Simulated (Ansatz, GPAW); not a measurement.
# MgI2 with PBE in single-zeta orbitals from a Python script

These are simulated results from GPAW 26.7.0, not measurements. The cell was built from a prototype and was relaxed with r2SCAN+rVV10 in plane waves (Ansatz 0.2.0). Not every such cell is a known phase. All runs are without spin polarisation.

Space group P-3m1 (No. 164), trigonal; a = 4.157 Å, c = 6.873 Å in the conventional setting, 34.29 Å³ an atom. Mg has 6 I at 2.92 Å; I has 3 Mg at 2.92 Å.

The basis is minimal: single zeta, one radial function for each shell that the log's basis lists. It describes the filled bands fairly and the empty ones poorly.

The script, run.py:

```python
import json
from ase import Atoms
from gpaw import GPAW, PW, FermiDirac

atoms = Atoms(['Mg', 'I', 'I'],
              cell=[[4.15721305, 0.0, 0.0], [-2.07860652, 3.60025211, 0.0], [0.0, 0.0, 6.87332525]],
              scaled_positions=[[0.0, 0.0, 0.0], [0.333333333, 0.666666667, 0.242622095], [0.666666667, 0.333333333, 0.757377905]],
              pbc=True)
calc = GPAW(mode='lcao', basis='sz(dzp)', h=0.2, xc='PBE', kpts={'size': (6, 6, 4), 'gamma': True},
            occupations=FermiDirac(0.02), maxiter=100, legacy_gpaw=True, txt='gpaw.txt')
atoms.calc = calc
res = {'energy': atoms.get_potential_energy(force_consistent=True)}
res['electrons'] = calc.get_number_of_electrons()
res['k'] = calc.get_ibz_k_points().tolist()
res['levels'] = [calc.get_eigenvalues(kpt=i).tolist() for i in range(len(res['k']))]
points = [[0.0, 0.0, 0.0], [0.5, 0.0, 0.0], [0.333333, 0.333333, 0.0], [0.0, 0.0, 0.5], [0.5, 0.0, 0.5], [0.333333, 0.333333, 0.5], [0.0, 0.46875, 0.322917]]
bands = calc.fixed_density(kpts=points, symmetry='off', txt='bands.txt')
res['points'] = [bands.get_eigenvalues(kpt=i).tolist() for i in range(len(points))]
json.dump(res, open('results.json', 'w'))
print('free energy (eV):', round(res['energy'], 5))
```

Command: `python run.py`. It took 30 s on 1 thread of Arm Neoverse V1, with other jobs on the host, peak memory 0.18 GiB.

The log gpaw.txt, trimmed of paths, versions and times, then the last line on the terminal. An iter line gives the energy in eV and the logarithms of the changes of orbitals (plane waves alone) and density (c: converged):

```
___ ___ ___ _ _ _
 |   |   |_  | | | |

 | | | | | . | | | |

 |__ |  _|___|_____|  26.7.0
 |___|_|

Input parameters:
  basis: sz(dzp)
  h: 0.2
  kpts: {gamma: True,
         size: (6, 6, 4)}
  maxiter: 100
  mode: lcao
  occupations: {fixmagmom: False,
                name: fermi-dirac,
                width: 0.02}
  xc: PBE

System changes: positions, numbers, cell, pbc, initial_charges, initial_magmoms

Initialize ...

species:
  Mg:
    name:    Magnesium
    Z:       12.0
    valence: 10
    core:    2
    charge:  0.0  # [|e|]
    compensation charges:
      type: gauss
      rc: 0.33  # [Å]
      lmax: 2
    cutoffs:
      filter: 1.86  # [Å]
      core: 0.54  # [Å]
    projectors
    | kind |    occ | energy [eV] | rcut [Å] |

    |------|--------|-------------|----------|

    |   2s |  2.000 |     -79.840 |    1.090 |

    |   3s |  2.000 |      -4.705 |    1.090 |

    |   2p |  6.000 |     -46.613 |    1.085 |

    |   3p |  0.000 |      -1.330 |    1.085 |

    |    d |        |       0.000 |    1.037 |

    LCAO basis set for Mg:
      Name: sz(dzp)
      Number of radial functions: 4
      Number of spherical harmonics: 8
        l=0, rc=2.7969 Bohr: 2s-sz confined orbital
        l=0, rc=9.2344 Bohr: 3s-sz confined orbital
        l=1, rc=3.1406 Bohr: 2p-sz confined orbital
        l=1, rc=12.7188 Bohr: 3p-sz confined orbital
      Number of RI-basis functions 0

  I:
    name:    Iodine
    Z:       53.0
    valence: 7
    core:    46
    charge:  0.0  # [|e|]
    compensation charges:
      type: gauss
      rc: 0.37  # [Å]
      lmax: 2
    cutoffs:
      filter: 2.06  # [Å]
      core: 2.90  # [Å]
    projectors
    | kind |    occ | energy [eV] | rcut [Å] |

    |------|--------|-------------|----------|

    |   5s |  2.000 |     -17.382 |    1.164 |

    |   5p |  5.000 |      -7.088 |    1.164 |

    |    s |        |       9.829 |    1.164 |

    |    p |        |      20.123 |    1.164 |

    |    d |        |       0.000 |    1.164 |

    LCAO basis set for I:
      Name: sz(dzp)
      Number of radial functions: 2
      Number of spherical harmonics: 4
        l=0, rc=5.8750 Bohr: 5s-sz confined orbital
        l=1, rc=7.5156 Bohr: 5p-sz confined orbital
      Number of RI-basis functions 0

Reference energy: -392531.236221  # eV

Spin-paired calculation

Convergence criteria:
 Maximum [total energy] change in last 3 cyles: 0.0005 eV / valence electron
 Maximum integral of absolute [dens]ity change: 0.0001 electrons / valence electron
 Maximum integral of absolute [eigenst]ate change: 4e-08 eV^2 / valence electron
 Maximum number of scf [iter]ations: 100
 (Square brackets indicate name in SCF output, whereas a 'c' in
 the SCF output indicates the quantity has converged.)

Symmetries present (total): 2

  ( 1  0  0)  (-1  0  0)
  ( 0  1  0)  ( 0 -1  0)
  ( 0  0  1)  ( 0  0 -1)

144 k-points: 6 x 6 x 4 Monkhorst-Pack grid + [1/12,1/12,1/8]
76 k-points in the irreducible part of the Brillouin zone
       k-points in crystal coordinates                weights
   0:     0.00000000    0.00000000    0.00000000          1/144
   1:     0.00000000    0.00000000    0.25000000          2/144
   2:     0.00000000    0.00000000    0.50000000          1/144
   3:     0.00000000    0.16666667   -0.25000000          2/144
   4:     0.00000000    0.16666667    0.00000000          2/144
   5:     0.00000000    0.16666667    0.25000000          2/144
   6:     0.00000000    0.16666667    0.50000000          2/144
   7:     0.00000000    0.33333333   -0.25000000          2/144
   8:     0.00000000    0.33333333    0.00000000          2/144
   9:     0.00000000    0.33333333    0.25000000          2/144
          ...
  75:     0.50000000    0.50000000    0.50000000          1/144

Wave functions: LCAO
  Diagonalizer: Serial LAPACK
  Atomic Correction: dense with blas
  Data-type: complex

Occupation numbers: Fermi-Dirac:
  width: 0.0200  # eV

Eigensolver
   LCAO using direct dense diagonalizer

Densities:
  Coarse grid: 20*20*36 grid
  Fine grid: 40*40*72 grid
  Total Charge: 0.000000

Density mixing:
  Method: separate
  Backend: msr1
  Linear mixing parameter: 0.05
  old densities: 10
  Width of damping distribution: 1.1
  Damping of long wavelength oscillations: 20

Hamiltonian:
  XC and Coulomb potentials evaluated on a 40*40*72 grid
  Using the PBE Exchange-Correlation functional
  Interpolation: tri-quintic (5. degree polynomial)
  Poisson solver: FastPoissonSolver using
    Stencil: 8*3+1=25 point O(h^6) finite-difference Laplacian
    FFT axes: [np.int64(0), np.int64(1), np.int64(2)]
    FST axes: []

XC parameters: PBE with 2 nearest neighbor stencil

Memory estimate:
  Process memory now: 119.53 MiB
  Calculator: 27.04 MiB
    Density: 16.74 MiB
      Arrays: 2.86 MiB
      Localized functions: 11.69 MiB
      Mixer: 2.20 MiB
    Hamiltonian: 2.72 MiB
      Arrays: 1.87 MiB
      XC: 0.00 MiB
      Poisson: 0.00 MiB
      vbar: 0.85 MiB
    Wavefunctions: 7.58 MiB
      C [qnM]: 0.30 MiB
      S, T [2 x qmm]: 0.59 MiB
      P [aqMi]: 0.05 MiB
      BasisFunctions: 6.65 MiB
      Eigensolver: 0.00 MiB

Total number of cores used: 1

Number of atoms: 3
Number of atomic orbitals: 16
Number of bands in calculation: 16
Number of valence electrons: 24
Bands to converge: occupied
Positions:
   0 Mg     0.000000    0.000000    0.000000    ( 0.0000,  0.0000,  0.0000)
   1 I      0.000000    2.400168    1.667621    ( 0.0000,  0.0000,  0.0000)
   2 I      2.078607    1.200084    5.205705    ( 0.0000,  0.0000,  0.0000)

Unit cell:
           periodic     x           y           z      points  spacing
  1. axis:    yes    4.157213    0.000000    0.000000    20     0.1800
  2. axis:    yes   -2.078607    3.600252    0.000000    20     0.1800
  3. axis:    yes    0.000000    0.000000    6.873325    36     0.1909

  Lengths:   4.157213   4.157213   6.873325
  Angles:   90.000000  90.000000 120.000000

Effective grid spacing dv^(1/3) = 0.1926

iter:   1    -6.305574        c
iter:   2    -6.256937        c -1.37
iter:   3    -6.017866        c -1.40
iter:   4    -6.013845        c -2.06
iter:   5    -6.013112c       c -2.43
iter:   6    -6.013097c       c -3.42
iter:   7    -6.013096c       c -3.90
iter:   8    -6.013096c       c -5.16c

Converged after 8 iterations.

Energy contributions relative to reference atoms: (reference = -392531.236221)

Kinetic:        +28.036789
Potential:      -24.310333
External:        +0.000000
XC:              -9.766371
Entropy (-ST):   -0.000000
Local:           +0.026819
SIC:             +0.000000
--------------------------
Free energy:     -6.013096
Extrapolated:    -6.013096

Showing only first 2 kpts
 Kpt  Band  Eigenvalues  Occupancy
  0    10      2.36499    2.00000
  0    11      2.66167    2.00000
  0    12      6.21248    0.00000
  0    13      7.83593    0.00000

  1    10      2.33305    2.00000
  1    11      2.33331    2.00000
  1    12      6.63998    0.00000
  1    13      8.07066    0.00000

Fermi level: 4.61227

Gap: 3.551 eV
Transition (v -> c):
  (s=0, k=0, n=11, [0.00, 0.00, 0.00]) -> (s=0, k=0, n=12, [0.00, 0.00, 0.00])
No difference between direct/indirect transitions

free energy (eV): -6.0131
```

The gap in the log is over the mesh alone; results.json adds the listed points. PBE in single-zeta orbitals gives a gap of 3.55 eV. On the same cell, plane-wave PBE (Ansatz, 12×12×4 k points and the special points) gives a gap of 3.49 eV and r2SCAN a gap of 4.11 eV; on shared hosts these took about 12 and 29 core-seconds on the 3-atom cell, against 30 for the script. Spin-orbit coupling, left out in all these runs, can cut or reorder the gap by tenths of an eV, up to about 1 eV with Pb or Bi.

No spin-orbit coupling is included; it can move band edges with weight on the heavy atoms by tenths of an eV.
